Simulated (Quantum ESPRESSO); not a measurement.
# KTaO3 (Pm-3m) in Quantum ESPRESSO: a series of runs

Runs on KTaO3. Level: PBEsol. Tasks: Wannier functions, dielectric tensor.

Program: Quantum ESPRESSO 7.5. These are calculated values, not measurements. Logs are shortened: lines on timing, memory, paths and dates and some standing lists are left out, and cuts for length are marked.

### Step 1. The crystal as given

Symmetry: Pm-3m, No. 221, cubic system. Conventional cell: a = 3.988 Å, b = 3.988 Å, c = 3.988 Å, α = 90.00°, β = 90.00°, γ = 90.00°. Ta (site symmetry m-3m) has 6 O at 1.99 Å as nearest neighbours. K (site symmetry m-3m) has 12 O at 2.82 Å as nearest neighbours. Around O (site symmetry 4/mmm) lie 2 Ta at 1.99 Å.

### Step 2. Wannier functions, PBEsol

Contents of pw.in:

```
&CONTROL
  calculation = 'scf'
  prefix = 'pwscf'
  outdir = './tmp'
  pseudo_dir = './pseudo'
  tprnfor = .true.
  tstress = .true.
  disk_io = 'low'
/
&SYSTEM
  ibrav = 0
  A = 3.9883
  nat = 5
  ntyp = 3
  ecutwfc = 56
  ecutrho = 448
  nbnd = 28
  occupations = 'smearing'
  smearing = 'fd'
  degauss = 0.00367493
/
&ELECTRONS
  conv_thr = 1d-09
  electron_maxstep = 120
  mixing_beta = 0.5
/
ATOMIC_SPECIES
Ta   180.9479 ta_pbesol_v1.uspp.F.UPF
K     39.0983 k_pbesol_v1.4.uspp.F.UPF
O     15.9990 o_pbesol_v1.2.uspp.F.UPF
CELL_PARAMETERS alat
   1.0000000000    0.0000000000    0.0000000000
   0.0000000000    1.0000000000    0.0000000000
   0.0000000000    0.0000000000    1.0000000000
ATOMIC_POSITIONS alat
Ta     0.0000000000    0.0000000000    0.0000000000
K      0.5000000000    0.5000000000    0.5000000000
O      0.0000000000    0.0000000000    0.5000000000
O      0.0000000000    0.5000000000    0.0000000000
O      0.5000000000    0.0000000000    0.0000000000
K_POINTS automatic
4 4 4 0 0 0
```

Contents of nscf.in:

```
&CONTROL
  calculation = 'nscf'
  prefix = 'pwscf'
  outdir = './tmp'
  pseudo_dir = './pseudo'
  disk_io = 'low'
/
&SYSTEM
  ibrav = 0
  A = 3.9883
  nat = 5
  ntyp = 3
  ecutwfc = 56
  ecutrho = 448
  nbnd = 43
  occupations = 'smearing'
  smearing = 'fd'
  degauss = 0.00367493
  nosym = .true.
  noinv = .true.
/
&ELECTRONS
  conv_thr = 1d-09
  electron_maxstep = 120
  mixing_beta = 0.5
  diago_full_acc = .true.
  startingwfc = 'random'
/
ATOMIC_SPECIES
Ta   180.9479 ta_pbesol_v1.uspp.F.UPF
K     39.0983 k_pbesol_v1.4.uspp.F.UPF
O     15.9990 o_pbesol_v1.2.uspp.F.UPF
CELL_PARAMETERS alat
   1.0000000000    0.0000000000    0.0000000000
   0.0000000000    1.0000000000    0.0000000000
   0.0000000000    0.0000000000    1.0000000000
ATOMIC_POSITIONS alat
Ta     0.0000000000    0.0000000000    0.0000000000
K      0.5000000000    0.5000000000    0.5000000000
O      0.0000000000    0.0000000000    0.5000000000
O      0.0000000000    0.5000000000    0.0000000000
O      0.5000000000    0.0000000000    0.0000000000
K_POINTS crystal
64
  0.00000000   0.00000000   0.00000000 1.56250000e-02
  0.00000000   0.00000000   0.25000000 1.56250000e-02
  0.00000000   0.00000000   0.50000000 1.56250000e-02
  0.00000000   0.00000000   0.75000000 1.56250000e-02
  0.00000000   0.25000000   0.00000000 1.56250000e-02
  0.00000000   0.25000000   0.25000000 1.56250000e-02
[... 56 lines left out ...]
  0.75000000   0.75000000   0.50000000 1.56250000e-02
  0.75000000   0.75000000   0.75000000 1.56250000e-02
```

Contents of pw2wan.in:

```
&INPUTPP
  prefix = 'pwscf'
  outdir = './tmp'
  seedname = 'w'
  write_mmn = .true.
  write_amn = .true.
/
```

Contents of bands.in:

```
&CONTROL
  calculation = 'bands'
  prefix = 'pwscf'
  outdir = './tmp'
  pseudo_dir = './pseudo'
  disk_io = 'low'
/
&SYSTEM
  ibrav = 0
  A = 3.9883
  nat = 5
  ntyp = 3
  ecutwfc = 56
  ecutrho = 448
  nbnd = 43
  occupations = 'smearing'
  smearing = 'fd'
  degauss = 0.00367493
/
&ELECTRONS
  conv_thr = 1d-08
  electron_maxstep = 120
  mixing_beta = 0.5
  diago_full_acc = .true.
  startingwfc = 'random'
/
ATOMIC_SPECIES
Ta   180.9479 ta_pbesol_v1.uspp.F.UPF
K     39.0983 k_pbesol_v1.4.uspp.F.UPF
O     15.9990 o_pbesol_v1.2.uspp.F.UPF
CELL_PARAMETERS alat
   1.0000000000    0.0000000000    0.0000000000
   0.0000000000    1.0000000000    0.0000000000
   0.0000000000    0.0000000000    1.0000000000
ATOMIC_POSITIONS alat
Ta     0.0000000000    0.0000000000    0.0000000000
K      0.5000000000    0.5000000000    0.5000000000
O      0.0000000000    0.0000000000    0.5000000000
O      0.0000000000    0.5000000000    0.0000000000
O      0.5000000000    0.0000000000    0.0000000000
K_POINTS crystal
71
  0.00000000   0.00000000   0.00000000 1
  0.00000000   0.05555600   0.00000000 1
  0.00000000   0.11111100   0.00000000 1
  0.00000000   0.16666700   0.00000000 1
  0.00000000   0.22222200   0.00000000 1
  0.00000000   0.27777800   0.00000000 1
[... 63 lines left out ...]
  0.50000000   0.50000000   0.44444400 1
  0.50000000   0.50000000   0.50000000 1
```

Contents of w.win:

```
num_wann = 25
num_bands = 38
guiding_centres = true
dis_froz_max = 12.8
dis_num_iter = 600
dis_mix_ratio = 0.5
dis_conv_tol = 1.0d-9
num_iter = 1200
conv_tol = 1.0d-8
conv_window = 4
num_print_cycles = 200
fermi_energy = 9.7414
bands_plot = true
write_hr = true
mp_grid = 4 4 4
exclude_bands = 1-5
begin projections
Ta: s;p;d
K: s;p
O: s;p
end projections
begin unit_cell_cart
ang
  3.9883000000   0.0000000000   0.0000000000
  0.0000000000   3.9883000000   0.0000000000
  0.0000000000   0.0000000000   3.9883000000
end unit_cell_cart
begin atoms_frac
Ta   0.0000000000   0.0000000000   0.0000000000
K    0.5000000000   0.5000000000   0.5000000000
O    0.0000000000   0.0000000000   0.5000000000
O    0.0000000000   0.5000000000   0.0000000000
O    0.5000000000   0.0000000000   0.0000000000
end atoms_frac
begin kpoint_path
G   0.0000000000   0.0000000000   0.0000000000  X   0.0000000000   0.5000000000   0.0000000000
X   0.0000000000   0.5000000000   0.0000000000  M   0.5000000000   0.5000000000   0.0000000000
M   0.5000000000   0.5000000000   0.0000000000  G   0.0000000000   0.0000000000   0.0000000000
G   0.0000000000   0.0000000000   0.0000000000  R   0.5000000000   0.5000000000   0.5000000000
R   0.5000000000   0.5000000000   0.5000000000  X   0.0000000000   0.5000000000   0.0000000000
M   0.5000000000   0.5000000000   0.0000000000  R   0.5000000000   0.5000000000   0.5000000000
end kpoint_path
bands_num_points = 9
begin kpoints
  0.00000000   0.00000000   0.00000000
  0.00000000   0.00000000   0.25000000
  0.00000000   0.00000000   0.50000000
  0.00000000   0.00000000   0.75000000
  0.00000000   0.25000000   0.00000000
  0.00000000   0.25000000   0.25000000
[... 56 lines left out ...]
  0.75000000   0.75000000   0.50000000
  0.75000000   0.75000000   0.75000000
end kpoints
```

Potentials or basis: GBRV 1.5 PBEsol.

Command:

```sh
$ OMP_NUM_THREADS=1 pw.x -in pw.in > pw.out
$ OMP_NUM_THREADS=1 pw.x -in nscf.in > nscf.out
$ wannier90.x -pp w
$ OMP_NUM_THREADS=1 pw2wannier90.x -in pw2wan.in > pw2wan.out
$ wannier90.x w
$ OMP_NUM_THREADS=1 pw.x -in bands.in > bands.out
```

pw.out:

```text
This program is part of the open-source Quantum ESPRESSO suite
     for quantum simulation of materials; please cite
[... 9 lines left out ...]
     --------------------
     sticks:   dense  smooth     PW     G-vecs:    dense   smooth      PW
     Sum        2025    1005    293                68507    24207    3911

     Using Slab Decomposition

     bravais-lattice index     =            0
     lattice parameter (alat)  =       7.5368  a.u.
     unit-cell volume          =     428.1146 (a.u.)^3
     number of atoms/cell      =            5
     number of atomic types    =            3
     number of electrons       =        40.00
     number of Kohn-Sham states=           28
     kinetic-energy cutoff     =      56.0000  Ry
     charge density cutoff     =     448.0000  Ry
     scf convergence threshold =      1.0E-09
     mixing beta               =       0.5000
     number of iterations used =            8  plain     mixing
     Exchange-correlation= SLA  PW   PSX  PSC
                           (   1   4  10   8   0   0   0)

     celldm(1)=   7.536795  celldm(2)=   0.000000  celldm(3)=   0.000000
     celldm(4)=   0.000000  celldm(5)=   0.000000  celldm(6)=   0.000000

     crystal axes: (cart. coord. in units of alat)
               a(1) = (   1.000000   0.000000   0.000000 )
               a(2) = (   0.000000   1.000000   0.000000 )
               a(3) = (   0.000000   0.000000   1.000000 )

     reciprocal axes: (cart. coord. in units 2 pi/alat)
               b(1) = (  1.000000  0.000000  0.000000 )
               b(2) = (  0.000000  1.000000  0.000000 )
               b(3) = (  0.000000  0.000000  1.000000 )

     PseudoPot. # 1 for Ta read from file:
     ta_pbesol_v1.uspp.F.UPF
     Pseudo is Ultrasoft + core correction, Zval = 13.0
     Generated by new atomic code, or converted to UPF format
     Using radial grid of  921 points,  7 beta functions with:
                l(1) =   0
                l(2) =   0
                l(3) =   1
                l(4) =   1
                l(5) =   2
                l(6) =   2
                l(7) =   3
     Q(r) pseudized with  6 coefficients,  rinner =    1.300   1.300   1.300
                                                       1.300   1.300   1.300
                                                       1.300

     PseudoPot. # 2 for K  read from file:
     k_pbesol_v1.4.uspp.F.UPF
     Pseudo is Ultrasoft + core correction, Zval =  9.0
     Generated by new atomic code, or converted to UPF format
     Using radial grid of  841 points,  6 beta functions with:
                l(1) =   0
                l(2) =   0
                l(3) =   1
                l(4) =   1
                l(5) =   2
                l(6) =   2
     Q(r) pseudized with  6 coefficients,  rinner =    1.500   1.500   1.500
                                                       1.500   1.500

     PseudoPot. # 3 for O  read from file:
     o_pbesol_v1.2.uspp.F.UPF
     Pseudo is Ultrasoft + core correction, Zval =  6.0
     Generated by new atomic code, or converted to UPF format
     Using radial grid of  737 points,  5 beta functions with:
                l(1) =   0
                l(2) =   0
                l(3) =   1
                l(4) =   1
                l(5) =   2
     Q(r) pseudized with  8 coefficients,  rinner =    0.900   0.900   0.900
                                                       0.900   0.900

     atomic species   valence    mass     pseudopotential
     Ta               13.00   180.94790     Ta( 1.00)
     K                 9.00    39.09830     K ( 1.00)
     O                 6.00    15.99900     O ( 1.00)

     48 Sym. Ops., with inversion, found

   Cartesian axes

     site n.     atom                  positions (alat units)
         1        Ta     tau(   1) = (   0.0000000   0.0000000   0.0000000  )
         2        K      tau(   2) = (   0.5000000   0.5000000   0.5000000  )
         3        O      tau(   3) = (   0.0000000   0.0000000   0.5000000  )
         4        O      tau(   4) = (   0.0000000   0.5000000   0.0000000  )
         5        O      tau(   5) = (   0.5000000   0.0000000   0.0000000  )

     number of k points=    10  Fermi-Dirac smearing, width (Ry)=  0.0037
                       cart. coord. in units 2pi/alat
        k(    1) = (   0.0000000   0.0000000   0.0000000), wk =   0.0312500
        k(    2) = (   0.0000000   0.0000000   0.2500000), wk =   0.1875000
        k(    3) = (   0.0000000   0.0000000  -0.5000000), wk =   0.0937500
        k(    4) = (   0.0000000   0.2500000   0.2500000), wk =   0.3750000
        k(    5) = (   0.0000000   0.2500000  -0.5000000), wk =   0.3750000
        k(    6) = (   0.0000000  -0.5000000  -0.5000000), wk =   0.0937500
        k(    7) = (   0.2500000   0.2500000   0.2500000), wk =   0.2500000
        k(    8) = (   0.2500000   0.2500000  -0.5000000), wk =   0.3750000
        k(    9) = (   0.2500000  -0.5000000  -0.5000000), wk =   0.1875000
        k(   10) = (  -0.5000000  -0.5000000  -0.5000000), wk =   0.0312500

     Dense  grid:    68507 G-vectors     FFT dimensions: (  54,  54,  54)

     Smooth grid:    24207 G-vectors     FFT dimensions: (  36,  36,  36)

     Initial potential from superposition of free atoms

     starting charge      39.4953, renormalised to      40.0000

     negative rho (up, down):  9.341E-02 0.000E+00
     Starting wfcs are   33 randomized atomic wfcs

     Self-consistent Calculation

     iteration #  1     ecut=    56.00 Ry     beta= 0.50
     Davidson diagonalization with overlap
     ethr =  1.00E-02,  avg # of iterations =  5.2

     negative rho (up, down):  9.521E-02 0.000E+00
[... 19 lines left out ...]
     total energy              =    -295.91837863 Ry
     estimated scf accuracy    <       0.03435874 Ry

     iteration #  4     ecut=    56.00 Ry     beta= 0.50
     Davidson diagonalization with overlap
     c_bands:  1 eigenvalues not converged
     ethr =  8.59E-05,  avg # of iterations =  8.7

     negative rho (up, down):  9.789E-02 0.000E+00

     total energy              =    -295.92241280 Ry
     estimated scf accuracy    <       0.00633566 Ry
[... 64 lines left out ...]
     iteration # 12     ecut=    56.00 Ry     beta= 0.50
     Davidson diagonalization with overlap
     ethr =  6.79E-11,  avg # of iterations =  2.0

     negative rho (up, down):  9.821E-02 0.000E+00

     End of self-consistent calculation

          k = 0.0000 0.0000 0.0000 (  2969 PWs)   bands (ev):

   -58.8177 -25.3390 -25.3390 -25.3390 -18.4334  -8.7539  -8.0333  -8.0333
    -2.0584  -2.0584  -2.0584   6.2426   6.2426   6.2426   7.6063   7.6063
     7.6063   8.0532   8.0532   8.0532  10.7982  10.7982  10.7982  15.1515
    15.4784  15.4784  16.6151  16.6151
[... 24 lines left out ...]
   -58.8175 -25.4242 -25.3788 -25.3333 -18.3966  -8.3977  -7.7001  -7.1416
    -2.0378  -1.9832  -1.9827   3.2030   4.7199   4.8305   5.9527   6.1110
     7.0336   7.2497   7.2711   8.1391  12.4149  13.7080  14.1930  16.2328
    18.3614  18.4806  18.7171  19.5981

          k = 0.0000-0.5000-0.5000 (  3048 PWs)   bands (ev):

   -58.8174 -25.4217 -25.4217 -25.3315 -18.3891  -8.2727  -7.1749  -7.1749
    -2.0529  -2.0529  -1.9468   3.1262   3.2632   4.0690   5.8074   5.8074
     7.0237   7.2323   7.2323   8.6443  13.7280  13.7280  15.0151  16.3589
    18.7125  19.0472  20.4466  20.4466
[... 10 lines left out ...]
   -58.8174 -25.4219 -25.3770 -25.3765 -18.3887  -7.9436  -7.5800  -7.1357
    -2.1761  -2.0907  -2.0061   3.2049   4.7290   4.8564   4.8621   5.1520
     5.6680   7.8659   8.0026   8.2370  13.2445  14.1873  14.2969  18.2346
    18.3278  18.3706  19.0071  19.1814

          k = 0.2500-0.5000-0.5000 (  3060 PWs)   bands (ev):

   -58.8173 -25.4195 -25.4195 -25.3748 -18.3809  -7.7268  -7.1306  -7.1306
    -2.1934  -2.1934  -2.1487   3.1455   3.2707   4.4120   4.9418   5.1291
     5.1291   8.1198   8.1198   8.6643  14.2860  14.2860  15.0875  17.6900
    18.5789  18.5789  19.4343  19.5867

          k =-0.5000-0.5000-0.5000 (  3016 PWs)   bands (ev):

   -58.8172 -25.4174 -25.4174 -25.4174 -18.3727  -7.0844  -7.0844  -7.0844
    -2.3341  -2.3341  -2.3341   3.1039   3.2783   3.2783   4.7440   4.7440
     4.7440   8.6847   8.6847   8.6847  15.1551  15.1551  15.1551  17.4831
    17.4831  17.4831  19.3219  21.4237

     the Fermi energy is     9.7454 ev

!    total energy              =    -295.92399767 Ry
     estimated scf accuracy    <          8.7E-10 Ry
     smearing contrib. (-TS)   =      -0.00000000 Ry
     internal energy E=F+TS    =    -295.92399767 Ry

     The total energy is F=E-TS. E is the sum of the following terms:
     one-electron contribution =     -72.52114799 Ry
     hartree contribution      =      56.67170195 Ry
     xc contribution           =     -72.71007880 Ry
     ewald contribution        =    -207.36447283 Ry

     convergence has been achieved in  12 iterations

     negative rho (up, down):  9.821E-02 0.000E+00

     Forces acting on atoms (cartesian axes, Ry/au):

     atom    1 type  1   force =     0.00000000    0.00000000    0.00000000
     atom    2 type  2   force =     0.00000000    0.00000000    0.00000000
     atom    3 type  3   force =     0.00000000    0.00000000    0.00000000
     atom    4 type  3   force =     0.00000000    0.00000000    0.00000000
     atom    5 type  3   force =     0.00000000    0.00000000    0.00000000

     Total force =     0.000000     Total SCF correction =     0.000000

     Computing stress (Cartesian axis) and pressure

     negative rho (up, down):  9.821E-02 0.000E+00
          total   stress  (Ry/bohr**3)                   (kbar)     P=       -0.70
  -0.00000477   0.00000000   0.00000000           -0.70        0.00        0.00
   0.00000000  -0.00000477   0.00000000            0.00       -0.70        0.00
   0.00000000   0.00000000  -0.00000477            0.00        0.00       -0.70

=------------------------------------------------------------------------------=
   JOB DONE.
=------------------------------------------------------------------------------=
```

Run time: 11 min. Hardware: 1 thread of Arm Neoverse V1, shared host; peak memory 0.49 GiB.

What came out:

| Quantity | Value |
| --- | --- |
| Free energy | -4026.2511 eV |
| Pressure | -0.1 GPa |
| Band gap on the k mesh | 2.11 eV, indirect (least direct gap 2.74 eV) |
| Band gap along the path | 2.11 eV, indirect (least direct gap 2.75 eV) |
| Total Wannier spread | 21.90 Å² over 25 functions |
| RMS miss of the Wannier bands | 0.002 eV |

Levels at the corners of the path, in eV from the valence-band top:
```
point  band 18  band 19  band 20  band 21  band 22  band 23
    Γ    -0.63    -0.63    -0.63     2.11     2.11     2.11
    X    -1.55    -0.86    -0.86     2.28     5.00     5.00
    M    -1.45    -1.45    -0.04     5.04     5.04     6.33
    Γ    -0.63    -0.63    -0.63     2.11     2.11     2.11
    R     0.00     0.00     0.00     6.47     6.47     6.47
    X    -1.55    -0.86    -0.86     2.28     5.00     5.00
    M    -1.45    -1.45    -0.04     5.04     5.04     6.33
    R     0.00     0.00     0.00     6.47     6.47     6.47
```

Wannier functions:
| function | nearest atom | distance (Å) | spread (Å²) | on-site energy from the reference level (eV) |
| --- | --- | --- | --- | --- |
| 1 | 1 Ta | 1.02 | 1.66 | 6.75 |
| 2 | 1 Ta | 0.99 | 1.68 | 6.61 |
| 3 | 1 Ta | 0.78 | 1.61 | 5.38 |
| 4 | 1 Ta | 1.03 | 1.66 | 6.73 |
| 5 | 1 Ta | 0.00 | 0.91 | 4.84 |
| 6 | 1 Ta | 1.03 | 1.55 | 6.30 |
| 7 | 1 Ta | 0.81 | 1.61 | 5.46 |
| 8 | 1 Ta | 0.00 | 0.92 | 4.84 |
| 9 | 1 Ta | 0.80 | 1.61 | 5.48 |
| 10 | 2 K | 0.41 | 0.84 | -0.64 |
| 11 | 2 K | 0.40 | 0.83 | -0.72 |
| 12 | 2 K | 0.00 | 0.67 | -11.45 |
| 13 | 2 K | 0.05 | 0.67 | -11.22 |
| 14 | 3 O | 0.30 | 0.48 | -5.16 |
| 15 | 3 O | 0.31 | 0.42 | -5.01 |
| 16 | 3 O | 0.29 | 0.49 | -4.99 |
| 17 | 3 O | 0.29 | 0.50 | -5.00 |
| 18 | 4 O | 0.29 | 0.49 | -5.11 |
| 19 | 4 O | 0.29 | 0.49 | -5.08 |
| 20 | 4 O | 0.29 | 0.50 | -5.02 |
| 21 | 4 O | 0.31 | 0.42 | -5.02 |
| 22 | 5 O | 0.30 | 0.48 | -5.14 |
| 23 | 5 O | 0.29 | 0.51 | -5.07 |
| 24 | 5 O | 0.31 | 0.42 | -5.01 |
| 25 | 5 O | 0.29 | 0.50 | -5.06 |

Parts of the spread (Å²): invariant 18.38, diagonal 0.006, off-diagonal 3.51, total 21.90. Against the direct bands the interpolation misses by 2 meV (root mean square) and 12 meV at most, for states up to 1 eV over the reference level.

Caveat: spin-orbit coupling is left out, which moves the levels of the heavy elements; the Wannier minimisation didn't converge. As with any semilocal functional, this PBEsol gap is likely too small.

(Part 1 of 4 ends here.)
